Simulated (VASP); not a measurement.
# Pt (Fm-3m) in VASP: notebook

One crystal, Pt, is run at these levels: PBE; tasks: relaxation of cell and atoms.

Everything below comes from runs of VASP 6.6.1. Logs are shortened: lines on timing, memory, paths and dates and some standing lists are left out, and cuts for length are marked.

### 1 Starting point

Symmetry: Fm-3m, No. 225, cubic system. Conventional cell: a = 3.922 Å, b = 3.922 Å, c = 3.922 Å, α = 90.00°, β = 90.00°, γ = 90.00°. Pt (site symmetry m-3m) has 12 Pt at 2.77 Å as nearest neighbours.

### 2 Relaxation of cell and atoms, PBE

Input file INCAR:

```
SYSTEM = Pt
ALGO = Normal
EDIFF = 1E-6
EDIFFG = -0.01
ENCUT = 600
GGA = PE
IBRION = 2
ISIF = 3
ISMEAR = 1
LASPH = .TRUE.
LCHARG = .FALSE.
LREAL = .FALSE.
LWAVE = .FALSE.
NELM = 80
NSW = 90
PREC = Accurate
SIGMA = 0.1
```

Input file KPOINTS:

```
k-points
0
G
  16 16 16
  0 0 0
```

Input file POSCAR:

```
Pt
1.0
    0.0000000000      1.9609000000      1.9609000000
    1.9609000000      0.0000000000      1.9609000000
    1.9609000000      1.9609000000      0.0000000000
Pt
1
Direct
    0.0000000000      0.0000000000      0.0000000000
```

Potentials or basis: VASP PAW PBE potentials, release 64 (Pt).

On the command line:

```sh
> cat potpaw_PBE.64/Pt/POTCAR > POTCAR
> mpirun -np 1 vasp_std > vasp.out
```

OUTCAR:

```text
SYSTEM = Pt
   EDIFF = 1E-6
   EDIFFG = -0.01
   ENCUT = 600
   GGA = PE
   IBRION = 2
   ISIF = 3
   ISMEAR = 1
   LASPH = .TRUE.
   LREAL = .FALSE.
   NELM = 80
   NSW = 90
   PREC = Accurate

 ion  position               nearest neighbor table
   1  0.000  0.000  0.000-

  LATTYP: Found a face centered cubic cell.
 ALAT       =     3.9218000000

  Lattice vectors:

 A1 = (   0.0000000000,   1.9609000000,   1.9609000000)
 A2 = (   1.9609000000,   0.0000000000,   1.9609000000)
 A3 = (   1.9609000000,   1.9609000000,   0.0000000000)

Analysis of symmetry for initial positions (statically):
=====================================================================
 Subroutine PRICEL returns:
 Original cell was already a primitive cell.

 Routine SETGRP: Setting up the symmetry group for a
 face centered cubic supercell.

 Subroutine GETGRP returns: Found 48 space group operations
 (whereof 48 operations were pure point group operations)
 out of a pool of 48 trial point group operations.

The static configuration has the point symmetry O_h .

Analysis of symmetry for dynamics (positions and initial velocities):
=====================================================================
 Subroutine PRICEL returns:
 Original cell was already a primitive cell.

 Routine SETGRP: Setting up the symmetry group for a
 face centered cubic supercell.

 Subroutine GETGRP returns: Found 48 space group operations
 (whereof 48 operations were pure point group operations)
 out of a pool of 48 trial point group operations.

The dynamic configuration has the point symmetry O_h .

 Subroutine INISYM returns: Found 48 space group operations
 (whereof 48 operations are pure point group operations),
 and found     1 'primitive' translations

----------------------------------------------------------------------------------------

                                     Primitive cell

  volume of cell :      15.0798

  direct lattice vectors                    reciprocal lattice vectors
     0.000000000  1.960900000  1.960900000    -0.254984956  0.254984956  0.254984956
     1.960900000  0.000000000  1.960900000     0.254984956 -0.254984956  0.254984956
     1.960900000  1.960900000  0.000000000     0.254984956  0.254984956 -0.254984956

  length of vectors
     2.773131374  2.773131374  2.773131374     0.441646899  0.441646899  0.441646899

  position of ions in fractional coordinates (direct lattice)
     0.000000000  0.000000000  0.000000000

  ion indices of the primitive-cell ions
   primitive index   ion index
                 1           1

----------------------------------------------------------------------------------------

 KPOINTS: k-points

Automatic generation of k-mesh.
 Grid dimensions read from file:
 generate k-points for:   16   16   16

 Generating k-lattice:

  Cartesian coordinates                     Fractional coordinates (reciprocal lattice)
    -0.015936560  0.015936560  0.015936560     0.062500000  0.000000000  0.000000000
     0.015936560 -0.015936560  0.015936560     0.000000000  0.062500000  0.000000000
     0.015936560  0.015936560 -0.015936560     0.000000000  0.000000000  0.062500000

  Length of vectors
     0.027602931  0.027602931  0.027602931

  Shift w.r.t. Gamma in fractional coordinates (k-lattice)
     0.000000000  0.000000000  0.000000000

 Subroutine IBZKPT returns following result:
 ===========================================

 Found    145 irreducible k-points:

 Following reciprocal coordinates:
            Coordinates               Weight
  0.000000  0.000000  0.000000      1.000000
  0.062500  0.000000  0.000000      8.000000
  0.125000  0.000000  0.000000      8.000000
  0.187500  0.000000  0.000000      8.000000
  0.250000  0.000000  0.000000      8.000000
  0.312500  0.000000  0.000000      8.000000
[... 16 lines left out ...]
 -0.125000  0.062500  0.000000     24.000000
 -0.062500  0.062500  0.000000     12.000000
 [... further k-points ...]
   k-points           NKPTS =    145   k-points in BZ     NKDIM =    145   number of bands    NBANDS=      9
   number of dos      NEDOS =    301   number of ions     NIONS =      1
   total plane-waves  NPLWV =  13824
   dimension x,y,z NGX =    24 NGY =   24 NGZ =   24
   dimension x,y,z NGXF=    48 NGYF=   48 NGZF=   48
   ions per type =               1
   NGX,Y,Z   is equivalent  to a cutoff of  14.39, 14.39, 14.39 a.u.
   NGXF,Y,Z  is equivalent  to a cutoff of  28.78, 28.78, 28.78 a.u.
 SYSTEM =  Pt
   PREC   = accura    normal or accurate (medium, high low for compatibility)
   ISTART =      0    job   : 0-new  1-cont  2-samecut
   ICHARG =      2    charge: 1-file 2-atom 10-const
   ISPIN  =      1    spin polarized calculation?
   LNONCOLLINEAR =      F non collinear calculations
   LSORBIT =      F    spin-orbit coupling
   LASPH  =      T    aspherical Exc in radial PAW
   ENCUT  =  600.0 eV  44.10 Ry    6.64 a.u.   5.54  5.54  5.54*2*pi/ulx,y,z
   NELM   =     80;   NELMIN=  2; NELMDL= -5     # of ELM steps
   EDIFF  = 0.1E-05   stopping-criterion for ELM
   LREAL  =      F    real-space projection
   EDIFFG = -.1E-01   stopping-criterion for IOM
   NSW    =     90    number of steps for IOM
   IBRION =      2    ionic relax: 0-MD 1-quasi-New 2-CG
   NFREE  =      1    steps in history (QN), initial steepest desc. (CG)
   ISIF   =      3    stress and relaxation
   ISYM   =      2    0-nonsym 1-usesym 2-fastsym
   POTIM  = 0.5000    time-step for ionic-motion
   TEBEG  =    0.0;   TEEND  =   0.0 temperature during run
   PSTRESS=    0.0 pullay stress
   NELECT =      10.0000    total number of electrons
   NUPDOWN=      -1.0000    fix difference up-down
   EMIN   =  10.00;   EMAX   =-10.00  energy-range for DOS
   EFERMI =   0.00;   METHOD = LEGACY
   ISMEAR =     1;   SIGMA  =   0.10  broadening in eV -4-tet -1-fermi 0-gaus
   EFERMI_NEDOS =   21; number of points for ismear=-14 and -15
   IALGO  =     38    algorithm
   IMIX   =      4    mixing-type and parameters
     AMIX     =   0.40;   BMIX     =  1.00
     AMIX_MAG =   1.60;   BMIX_MAG =  1.00
  volume/ion in A,a.u.               =      15.08       101.76
  Fermi-wavevector in a.u.,A,eV,Ry     =   1.427609  2.697791 27.729605  2.038068
  Thomas-Fermi vector in A             =   2.547760
   LORBIT       =      0    0 simple, 1 ext, 2 COOP (PROOUT), +10 PAW based schemes
   GGA     = PE    functional components
   LHFCALC =     F    Hartree Fock is set to
   AEXX    =    0.0000 exact exchange contribution
   IVDW    =     0    specifies the selected vdW correction
   LEPSILON=     F    determine dielectric tensor
   LRPA    =     F    only Hartree local field effects (RPA)
 conjugate gradient relaxation of ions
 non-spin polarized calculation
 Methfessel and Paxton  Order N= 1 SIGMA  =   0.10
  energy-cutoff  :      600.00
  volume of cell :       15.08
 maximum number of plane-waves:       531
 NGX is ok and might be reduce to    24
   NGX = 11   NGY = 11   NGZ = 11

--------------------------------------- Ionic step        1  -------------------------------------------

 number of electron      10.0000000 magnetization

 Free energy of the ion-electron system (eV)
  ---------------------------------------------------
  ext. energy  EPLUGINS =         0.00000000
  ---------------------------------------------------
  free energy    TOTEN  =        -6.08075450 eV

  energy without entropy =       -6.07991160  energy(sigma->0) =       -6.08047354

------------------------ aborting loop because EDIFF is reached ----------------------------------------

  FORCE on cell =-STRESS in cart. coord.  units (eV):
  Direction    XX          YY          ZZ          XY          YZ          ZX
  --------------------------------------------------------------------------------------
  -------------------------------------------------------------------------------------
  Total        0.8890775      0.8890775      0.8890775     -0.0000000      0.0000000     -0.0000000
  in kB       94.4612930     94.4612930     94.4612930     -0.0000000      0.0000000     -0.0000000
  external PRESSURE =      94.4612930 kB  Pullay stress =       0.0000000 kB

 VOLUME and BASIS-vectors are now :
 -----------------------------------------------------------------------------
  energy-cutoff  :      600.00
  volume of cell :       15.08
      direct lattice vectors                 reciprocal lattice vectors
     0.000000000  1.960900000  1.960900000    -0.254984956  0.254984956  0.254984956
     1.960900000  0.000000000  1.960900000     0.254984956 -0.254984956  0.254984956
     1.960900000  1.960900000  0.000000000     0.254984956  0.254984956 -0.254984956

 POSITION                                       TOTAL-FORCE (eV/Angst)
 -----------------------------------------------------------------------------------
      0.00000      0.00000      0.00000         0.000000      0.000000      0.000000
 -----------------------------------------------------------------------------------
    total drift:                               -0.000000      0.000000      0.000000

  FREE ENERGIE OF THE ION-ELECTRON SYSTEM (eV)
  ---------------------------------------------------
  free  energy   TOTEN  =        -6.0807545028 eV

  energy  without entropy=       -6.0799116049  energy(sigma->0) =       -6.08047354

--------------------------------------- Ionic step        2  -------------------------------------------

 number of electron      10.0000000 magnetization

 E-fermi :   8.9699     XC(G=0): -12.7449

 val. band max:        8.9583493182   @ k =  -0.3750   0.3750   0.0625
 cond. band min:       8.9749285294   @ k =  -0.2500   0.1250   0.0000
 fundamental gap:      0.0165792112
 Fermi energy:         8.9699444241

 k-point     1 :       0.0000    0.0000    0.0000
  band No.  band energies     occupation
      1       0.1287      2.00000
      2       5.9135      2.00000
      3       5.9135      2.00000
      4       5.9135      2.00000
      5       7.6608      2.00000
      6       7.6608      2.00000
      7      23.9039      0.00000
      8      28.1685      0.00000
      9      28.1685      0.00000

 k-point     2 :       0.0625    0.0000    0.0000
  band No.  band energies     occupation
      1       0.2680      2.00000
      2       5.8586      2.00000
      3       5.9654      2.00000
      4       5.9654      2.00000
      5       7.6345      2.00000
      6       7.6345      2.00000
      7      24.0966      0.00000
      8      27.3524      0.00000
      9      28.3595      0.00000
[... 321 lines left out ...]
 POSITION                                       TOTAL-FORCE (eV/Angst)
 -----------------------------------------------------------------------------------
      0.00000      0.00000      0.00000         0.000000      0.000000     -0.000000
 -----------------------------------------------------------------------------------
    total drift:                               -0.000000      0.000000     -0.000000

  FREE ENERGIE OF THE ION-ELECTRON SYSTEM (eV)
  ---------------------------------------------------
  free  energy   TOTEN  =        -6.0956163125 eV

  energy  without entropy=       -6.0946194246  energy(sigma->0) =       -6.09528402

--------------------------------------- Ionic step        4  -------------------------------------------

 number of electron      10.0000002 magnetization

 Free energy of the ion-electron system (eV)
  ---------------------------------------------------
  ext. energy  EPLUGINS =         0.00000000
  ---------------------------------------------------
  free energy    TOTEN  =        -6.09563502 eV

  energy without entropy =       -6.09464264  energy(sigma->0) =       -6.09530423

 E-fermi :  10.5869     XC(G=0): -13.2864

 val. band max:       10.5819325914   @ k =  -0.2500   0.1250   0.0000
 cond. band min:      10.6077786622   @ k =   0.5000   0.5000   0.0000
 fundamental gap:      0.0258460708
 Fermi energy:        10.5868909349

 k-point     1 :       0.0000    0.0000    0.0000
  band No.  band energies     occupation
      1       0.7816      2.00000
      2       7.0288      2.00000
      3       7.0288      2.00000
      4       7.0288      2.00000
      5       9.0648      2.00000
      6       9.0648      2.00000
      7      25.3474      0.00000
      8      30.1212      0.00000
      9      30.1212      0.00000

 k-point     2 :       0.0625    0.0000    0.0000
  band No.  band energies     occupation
      1       0.9337      2.00000
      2       6.9630      2.00000
      3       7.0882      2.00000
      4       7.0882      2.00000
      5       9.0324      2.00000
      6       9.0324      2.00000
      7      25.5778      0.00000
      8      29.3030      0.00000
      9      30.3491      0.00000
[... 286 lines left out ...]
 POSITION                                       TOTAL-FORCE (eV/Angst)
 -----------------------------------------------------------------------------------
      0.00000      0.00000      0.00000         0.000000      0.000000      0.000000
 -----------------------------------------------------------------------------------
    total drift:                                0.000000     -0.000000     -0.000000

  FREE ENERGIE OF THE ION-ELECTRON SYSTEM (eV)
  ---------------------------------------------------
  free  energy   TOTEN  =        -6.0956350218 eV

  energy  without entropy=       -6.0946426373  energy(sigma->0) =       -6.09530423

 reached required accuracy - stopping structural energy minimisation
```

Run time: 54 s. Hardware: 1 thread of Intel Xeon Platinum 8375C at 2.90GHz (Ice Lake), shared host; peak memory 0.17 GiB.

Results:

- Free energy: -6.0956 eV
- Relaxed volume: 15.61 Å³/atom
- Relaxed cell: a = 2.805 Å, b = 2.805 Å, c = 2.805 Å, α = 60.00°, β = 60.00°, γ = 60.00°
- Space group after relaxing (to 0.05 Å): Fm-3m (No. 225)
- Energy gained by relaxing: 14.9 meV/atom
- Ionic steps: 4
- Pressure after relaxing: 0.0 GPa
- Band gap on the k mesh: none (metal or under the smearing width)

Step by step:
```
step  energy change (eV)  largest force (eV/Å)  pressure (GPa)  volume (Å³)
   1              0.0000                0.0000            9.45        15.08
   2              0.0775                0.0000          -17.81        17.10
   3             -0.0149                0.0000           -0.29        15.62
   4             -0.0149                0.0000           -0.04        15.61
```

Final structure:
```yaml
crystal:
  lattice:
    - [0.00000, 1.98349, 1.98349]
    - [1.98349, 0.00000, 1.98349]
    - [1.98349, 1.98349, 0.00000]
  atoms:
    - { symbol: Pt, position: [0.00000, 0.00000, 0.00000] }
```

Levels at points of the mesh, in eV from the Fermi level:
```
           k point  band 2  band 3  band 4  band 5  band 6  band 7  band 8  band 9
(0.00, 0.00, 0.00)   -3.56   -3.56   -3.56   -1.52   -1.52   14.76   19.53   19.53
(0.50, 0.00, 0.00)   -3.62   -3.62   -0.30    0.05    0.05    5.61   14.32   18.77
(0.50, 0.50, 0.00)   -6.24    0.02    0.48    0.48    1.88    8.54   11.32   11.32
```

### 3 Relaxation of cell and atoms, PBE

This run uses another cell than the first one, of 15.61 Å³/atom, 1.035 times its volume.

Edit INCAR of step 2 so:

```diff
@@ -2,4 +2,4 @@
 ALGO = Normal
-EDIFF = 1E-6
-EDIFFG = -0.01
+EDIFF = 1E-7
+EDIFFG = -0.005
 ENCUT = 600
```

KPOINTS is that of step 2.

Input file POSCAR:

```
Pt                                      
1.0
    0.0000000000      1.9834876421      1.9834876421
    1.9834876421      0.0000000000      1.9834876421
    1.9834876421      1.9834876421     -0.0000000000
  Pt            
     1
Direct
     0.0000000000000000    0.0000000000000000    0.0000000000000000
```

Potentials or basis: VASP PAW PBE potentials, release 64 (Pt).

On the command line:

```sh
> cat potpaw_PBE.64/Pt/POTCAR > POTCAR
> mpirun -np 1 vasp_std > vasp.out
```

OUTCAR:

```text
SYSTEM = Pt
   EDIFF = 1E-7
   EDIFFG = -0.005
   ENCUT = 600
   GGA = PE
   IBRION = 2
   ISIF = 3
   ISMEAR = 1
   LASPH = .TRUE.
   LREAL = .FALSE.
   NELM = 80
   NSW = 90
   PREC = Accurate

 ion  position               nearest neighbor table
   1  0.000  0.000  0.000-

  LATTYP: Found a face centered cubic cell.
 ALAT       =     3.9669752842

  Lattice vectors:

 A1 = (   0.0000000000,   1.9834876421,   1.9834876421)
 A2 = (   1.9834876421,   0.0000000000,   1.9834876421)
[... 463 lines left out ...]
      3       7.1710      2.00000
      4       7.2128      2.00000
      5       8.8852      2.00000
      6       9.0911      2.00000
      7      25.9389      0.00000
      8      28.5269      0.00000
      9      30.1495      0.00000

 [... further k-points ...]
[... 5 lines left out ...]
  --------------------------------------------------------------------------------------
  -------------------------------------------------------------------------------------
  Total       -0.0007600     -0.0007600     -0.0007600      0.0000000     -0.0000000     -0.0000000
  in kB       -0.0780149     -0.0780149     -0.0780149      0.0000000     -0.0000000     -0.0000000
  external PRESSURE =      -0.0780149 kB  Pullay stress =       0.0000000 kB

 VOLUME and BASIS-vectors are now :
 -----------------------------------------------------------------------------
  energy-cutoff  :      600.00
  volume of cell :       15.61
      direct lattice vectors                 reciprocal lattice vectors
     0.000000000  1.983487642  1.983487642    -0.252081228  0.252081228  0.252081228
     1.983487642  0.000000000  1.983487642     0.252081228 -0.252081228  0.252081228
     1.983487642  1.983487642  0.000000000     0.252081228  0.252081228 -0.252081228

 POSITION                                       TOTAL-FORCE (eV/Angst)
 -----------------------------------------------------------------------------------
      0.00000      0.00000      0.00000         0.000000      0.000000      0.000000
 -----------------------------------------------------------------------------------
    total drift:                               -0.000000      0.000000     -0.000000

  FREE ENERGIE OF THE ION-ELECTRON SYSTEM (eV)
  ---------------------------------------------------
  free  energy   TOTEN  =        -6.0958007963 eV

  energy  without entropy=       -6.0948084749  energy(sigma->0) =       -6.09547002

 reached required accuracy - stopping structural energy minimisation
```

Run time: 15 s. Hardware: 1 thread of Intel Xeon Platinum 8375C at 2.90GHz (Ice Lake), shared host; peak memory 0.16 GiB.

Results:

```
Free energy             : -6.0958 eV
Pressure after relaxing : 0.0 GPa
Band gap on the k mesh  : none (metal or under the smearing width)
```

Final structure:
```xyz
1
Lattice="0.0000 1.9835 1.9835 1.9835 0.0000 1.9835 1.9835 1.9835 0.0000" Properties=species:S:1:pos:R:3 pbc="T T T"
Pt    0.0000    0.0000    0.0000
```

Caveat: the relaxation stopped at its first step, so nothing moved.
